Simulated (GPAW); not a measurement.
**ZnCu2SnS4 in GPAW: the effect of functional**

ZnCu2SnS4:

```xyz
8
Lattice="-2.7171 2.7171 5.4248 2.7171 -2.7171 5.4248 2.7171 2.7171 -5.4248" Properties=species:S:1:pos:R:3 pbc="T T T"
Sn    0.0000    0.0000    5.4248
Zn    2.7171    0.0000    2.7124
Cu    0.0000    2.7171    2.7124
Cu    0.0000    0.0000    0.0000
S     1.3944    1.3922    4.0338
S    -1.3922    1.3944    6.8158
S     1.3227    1.3249   -1.3910
S     4.1093    1.3227    1.3910
```

Alike in all runs:

* Program: GPAW 26.7.0
* Task: dielectric tensor
* Cutoff: 450 eV
* Basis: pw
* k mesh: 5 × 5 × 5
* Occupations: fermi-dirac, width 0.001 eV
* Spin: no spin polarisation

```csv
functional,potentials or basis,dielectric constant (mean)
LDA,the program's PAW data sets (release 1.2.1) made for this functional,?
AM05,PAW data sets generated in the run's folder for this functional,33.66
PBEsol,PAW data sets generated in the run's folder for this functional,58.50
PBE,GPAW PAW data sets (gpaw-data 1.2.1),34.47
RPBE,the program's PAW data sets (release 1.2.1) made for this functional,21.62
GLLB-SC,the program's PAW data sets (release 1.2.1) made for this functional,7.79
```

Task: What does the run with functional LDA give?

Result: Dielectric constant 99.20 mean.

Caveats: the long-wavelength limit can be off by several per cent where d states take part; a model potential gives levels but no total energy (some runs); response on these states lacks terms of the Hamiltonian (some runs).
